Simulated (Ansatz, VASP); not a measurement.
Given: the input of a run of Ansatz 0.2.0 on ZnS. 

input.yaml

```yaml
crystal:
  lattice:
    - [0.0, 2.702, 2.702]
    - [2.702, 0.0, 2.702]
    - [2.702, 2.702, 0.0]
  atoms:
    - { symbol: Zn, position: [0.75, 0.75, 0.75] }
    - { symbol: S, position: [0.0, 0.0, 0.0] }
hamiltonian:
  xc: blyp
  pseudopotentials: { kind: paw }
kpoints:
  mp_grid: { grid: [9, 9, 9] }
scf:
  occupations: { method: fermi_dirac, width: 0.05 }
output:
  forces: true
  stress: true
relax:
  f_tol: 0.01
  max_steps: 40
  cell: { stress_tol: 0.05 }
```

Potentials or basis: Ansatz PAW.

The run is started by

```sh
$ ansatz run input.yaml --threads 2 --pin off --max-ram 5632MiB --backend cpu --events-out ev --progress --plain --runs-dir out
```

Question: Translate it to VASP 6.6.1. Potentials or basis there: PBE PAW files S, Zn, 600 eV.

Answer: As run (cutoffs and basis follow the program's own potentials, and thresholds, step limits or extra output files can differ):

File INCAR:

```
AGGAC = 1.0
AGGAX = 1.0
ALDAC = 0.0
ALDAX = 1.0
ALGO = Normal
EDIFF = 1E-7
EDIFFG = -0.01
ENCUT = 600
GGA = B5
IBRION = 2
ISIF = 3
ISMEAR = -1
LASPH = True
LCHARG = False
LREAL = False
LWAVE = False
NELM = 80
NSW = 40
PREC = Accurate
SIGMA = 0.05
```

KPOINTS

```
k-points
0
Gamma
  9 9 9
```

POSCAR

```
ZnS
1.0
    0.0000000000      2.7020000000      2.7020000000
    2.7020000000      0.0000000000      2.7020000000
    2.7020000000      2.7020000000      0.0000000000
Zn S
1 1
Direct
    0.7500000000      0.7500000000      0.7500000000
    0.0000000000      0.0000000000      0.0000000000
```

Potentials or basis: VASP PAW PBE potentials, release 64 (Zn, S).

Command:

```console
$ cat potpaw_PBE.64/Zn/POTCAR potpaw_PBE.64/S/POTCAR > POTCAR
$ mpirun -np 1 vasp_std > vasp.out
```

Both were run:

|  | Ansatz | VASP |
| --- | --- | --- |
| Relaxed volume | 21.27 Å³/atom | 21.29 Å³/atom |
| Relaxed cell | a = 3.918 Å, b = 3.918 Å, c = 3.918 Å, α = 60.00°, β = 60.00°, γ = 60.00° | a = 3.920 Å, b = 3.920 Å, c = 3.920 Å, α = 60.00°, β = 60.00°, γ = 60.00° |
| Space group after relaxing | F-43m (No. 216) | F-43m (No. 216) |
| Pressure after relaxing | 0.0 GPa | 0.0 GPa |

Ansatz's pressure holds a Pulay term of +0.03 GPa for its cutoff of 420 eV, which the other run lacks.

Ansatz's potentials were made for PBE. VASP's potentials were made for PBE.

Where Ansatz's input types no cutoff or centring, it takes its own default and a Γ-centred mesh.

Pressure is positive in compression.
